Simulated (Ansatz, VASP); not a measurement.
## Two plane-wave programs on W

POSCAR

```
W
1.0
    2.7149412435      0.0000000000      0.0000000000
   -1.3574706217      2.3512080866      0.0000000000
    0.0000000000      0.0000000000      2.5367732244
W
1
Direct
    0.0000000000      0.0000000000      0.0000000000
```

File INCAR.step1:

```
PREC     = Accurate       # precision mode
ENCUT    = 520            # plane-wave cutoff, eV
ISMEAR   = 0              # smearing method
SIGMA    = 0.1            # smearing width, eV
LREAL    = False          # projectors in reciprocal space
LASPH    = True           # aspherical terms in the spheres
NELM     = 100            # most SCF steps
NBANDS   = 13             # bands
GGA      = PE             # functional
ALGO     = Normal         # electronic algorithm
EDIFF    = 1E-4           # SCF threshold, eV
LWAVE    = True           # write WAVECAR
LCHARG   = False          # write CHGCAR
```

File INCAR.step2:

```
PREC     = Accurate       # precision mode
ENCUT    = 520            # plane-wave cutoff, eV
EDIFF    = 1E-6           # SCF threshold, eV
ISMEAR   = 0              # smearing method
SIGMA    = 0.1            # smearing width, eV
LREAL    = False          # projectors in reciprocal space
LASPH    = True           # aspherical terms in the spheres
NELM     = 100            # most SCF steps
ALGO     = Normal         # electronic algorithm
ISIF     = 2              # what is computed and relaxed
LWAVE    = False          # write WAVECAR
LCHARG   = False          # write CHGCAR
METAGGA  = R2SCAN         # meta-GGA
LMIXTAU  = True         
NBANDS   = 13             # bands
ISTART   = 1
```

File KPOINTS:

```
Automatic mesh
0
Gamma
  9 9 8
```

Input for Ansatz:

```yaml
crystal:
  lattice:
    - [2.7149412435, 0.0, 0.0]
    - [-1.3574706217, 2.3512080866, 0.0]
    - [0.0, 0.0, 2.5367732244]
  atoms:
    - { symbol: W, position: [0.0, 0.0, 0.0] }
basis:
  ecutwfc: 500
kpoints:
  mp_grid: { grid: [9, 9, 8] }
hamiltonian:
  xc: r2scan
scf:
  occupations: { method: gaussian, width: 0.1 }
  lower_state_search: "off"
output:
  forces: true
  stress: true
  eigenvalues: true
```

Alike in both runs: task single point; functional r2SCAN; k mesh 9 × 9 × 8; occupations gaussian, width 0.1 eV; no spin polarisation.

|  | VASP | Ansatz |
| --- | --- | --- |
| version | VASP 6.6.1 | Ansatz 0.2.0 |
| potentials or method | VASP PAW PBE potentials, release 64 (W_sv) | scalar-relativistic, plane waves, PAW |
| plane-wave cutoff (eV) | 520 | 500 |
| valence electrons in the cell | 14 | 14 |

|  | VASP | Ansatz | Ansatz less VASP |
| --- | --- | --- | --- |
| gap on the k mesh at the Fermi level (eV) | none | none | - |
| pressure (GPa) | 20.1 | 18.3 | -1.85 |
| largest component of the traceless stress (GPa) | 5.46 | 4.64 | -0.822 |

A gap of «none» marks a metal or a gap that the smearing closes.

Caveats: so large a pressure means that the cell lies far from this level's equilibrium, or that cutoff or potentials fall short (VASP); the potentials were made for another functional, which shifts forces and pressure (VASP). The runs have no spin-orbit coupling, so splittings on W are missing.
